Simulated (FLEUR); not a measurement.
The system is Bi2Se3 (Paraguanajuatite).

```
Bi Se
1.0
     2.07150    1.19598    9.54533
    -2.07150    1.19598    9.54533
     0.00000   -2.39196    9.54533
Bi Se
2 3
Direct
  0.59920 0.59920 0.59920
  0.40080 0.40080 0.40080
  0.78830 0.78830 0.78830
  0.21170 0.21170 0.21170
  0.00000 0.00000 0.00000
```

Base run:

| Quantity | Value |
| --- | --- |
| Program | FLEUR MaX-R8.1 (later development tree) |
| Functional | r2SCAN |
| Potentials or basis | all-electron |
| Basis | FLAPW |
| Kmax | 4.28 1/bohr |
| k mesh | 8 × 8 × 8 |
| Occupations | fermi-dirac, width 0.05 eV |
| Spin | no spin polarisation |

Its results: band gap on the k mesh 0.49 eV, direct.

**Question.** The run is repeated on the same cell with these changes: functional from r2SCAN to PBEsol. What comes out?

**Answer.** Band gap on the k mesh 0.14 eV, direct.

r2SCAN gives the wider gap, since meta-GGAs in the generalised Kohn-Sham scheme recover part of the derivative discontinuity.

Caveats: spin-orbit coupling is left out, which as a rule narrows the gap of such compounds by several tenths of an eV; the meta-GGA is that of a development version, with a GGA for the radial functions and cores and without core tails (some runs).

Not every run made on this cell is shown here.
